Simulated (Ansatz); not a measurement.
# MoS2: the cost of one run

Computed with Ansatz 0.2.0 (DFT LDA+U (U_eff = 2 eV on Mo d), plane waves, PAW, unless a step's input says otherwise).

The COD entry's cell or inner coordinates are ideal or old and differ from later refinements, so a difference from it is no clean test against experiment.

### 1 The starting structure

Symmetry: R-3m, No. 166, trigonal system. Conventional cell: a = 3.171 Å, b = 3.171 Å, c = 18.345 Å, α = 90.00°, β = 90.00°, γ = 120.00°. Mo (site symmetry -3m) is surrounded by 6 S at 2.39 Å. S (site symmetry 3m) is surrounded by 3 Mo at 2.39 Å.

As a file:

```
CELL_PARAMETERS angstrom
1.58550 0.91539 6.11500
-1.58550 -0.91539 12.23000
0.00000 -3.66156 12.23000
ATOMIC_POSITIONS crystal
Mo 0.00000 0.00000 0.00000
S 0.75000 0.75000 0.00000
S 0.25000 0.25000 0.00000
Mo 0.00000 0.00000 0.50000
S 0.75000 0.75000 0.50000
S 0.25000 0.25000 0.50000
```

Magnetic order typed: antiferromagnetic, doubled cell 0 1/2 1/2.

### 2 From atoms, symmetry kept, no search

Contents of input.yaml:

```yaml
crystal:
  lattice:
    - [1.58550029, 0.91538902, 6.11499825]
    - [-1.58550029, -0.91538902, 12.2299965]
    - [0.0, -3.66155608, 12.2299965]
  atoms:
    - { symbol: Mo, position: [0.0, 0.0, 0.0], spin: 2.0 }
    - { symbol: S, position: [0.75, 0.75, 0.0] }
    - { symbol: S, position: [0.25, 0.25, 0.0] }
    - { symbol: Mo, position: [0.0, 0.0, 0.5], spin: -2.0 }
    - { symbol: S, position: [0.75, 0.75, 0.5] }
    - { symbol: S, position: [0.25, 0.25, 0.5] }
basis:
  ecutwfc: 420
  ecutrho_ratio: 4
kpoints:
  mp_grid: { grid: [7, 7, 7] }
hamiltonian:
  xc: lda
  hubbard:
    sites: [{ site: 0, l: d, u_eff: 2.0 }, { site: 3, l: d, u_eff: 2.0 }]
scf:
  occupations: { method: gaussian, width: 0.05 }
  lower_state_search: "off"
  max_iter: 150
output:
  forces: true
  stress: true
  eigenvalues: true
  populations: true
  hubbard: { sites: [{ site: 0, l: d }, { site: 3, l: d }] }
magnetization:
  spin_polarized: true
```

Command:

```console
$ ansatz run input.yaml --threads 4 --pin off --max-ram 6144MiB --backend cpu --events-out ev --progress --plain --runs-dir out
```

What time and memory should one allow on 4 threads of Arm Neoverse V1, shared host?

About 16 s, with a peak of 0.91 GiB.
